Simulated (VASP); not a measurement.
ZnInGaO4:

```
Zn In Ga O
1.0
     1.68033    0.97014    8.71341
    -1.68033    0.97014    8.71341
     0.00000   -1.94027    8.71341
Zn In Ga O
1 1 1 4
Cartesian
  0.0000 0.0000 5.7086
  0.0000 0.0000 0.0724
  0.0000 0.0000 20.5732
  0.0000 0.0000 7.7151
  0.0000 0.0000 18.5951
  0.0000 0.0000 3.1817
  0.0000 0.0000 22.5747
```

The cell comes from a database or a generator and needn't be the stable form of this composition.

* Program: VASP 6.6.1
* Task: relaxation of cell and atoms
* Functional: LDA
* Potentials or basis: VASP PAW LDA potentials, release 64 (Zn, In_d, Ga_d, O)
* Cutoff: 600 eV
* k mesh: 9 × 9 × 9
* Occupations: gaussian, width 0.03 eV
* Spin: no spin polarisation

At the start: pressure -11.2 GPa; volume 12.17 Å³/atom.

Task: How do energy, volume and symmetry change on relaxing?

Result: Over 13 steps the energy falls by 30.8 meV/atom and the volume is 11.36 Å³/atom (-6.7 %); space group R3m (No. 160, to 0.05 Å).

Step by step:
```
step  energy change (eV)  largest force (eV/Å)  pressure (GPa)  volume (Å³)
   1              0.0000                0.1029          -11.24        85.22
   2             -0.0518                0.4218           12.36        75.12
   3             -0.2133                0.1639           -0.14        79.57
   4             -0.2133                0.1694            0.14        79.46
   5             -0.2150                0.0850            0.29        79.40
   6             -0.2150                0.0872            0.17        79.40
   7             -0.2155                0.0227           -0.18        79.51
   8             -0.2155                0.0239           -0.12        79.51
   9             -0.2155                0.0164            0.05        79.43
  10             -0.2155                0.0175            0.06        79.43
  11             -0.2156                0.0119            0.03        79.44
  12             -0.2156                0.0114            0.07        79.44
  13             -0.2156                0.0072           -0.11        79.50
```

Final structure:
```
Zn In Ga O
1.0
     1.64239    0.94823    8.50818
    -1.64239    0.94823    8.50818
     0.00000   -1.89646    8.50818
Zn In Ga O
1 1 1 4
Cartesian
  0.0000 0.0000 5.5835
  0.0000 0.0000 0.0714
  0.0000 0.0000 20.0917
  0.0000 0.0000 7.5289
  0.0000 0.0000 18.1528
  0.0000 0.0000 3.0942
  0.0000 0.0000 22.0512
```
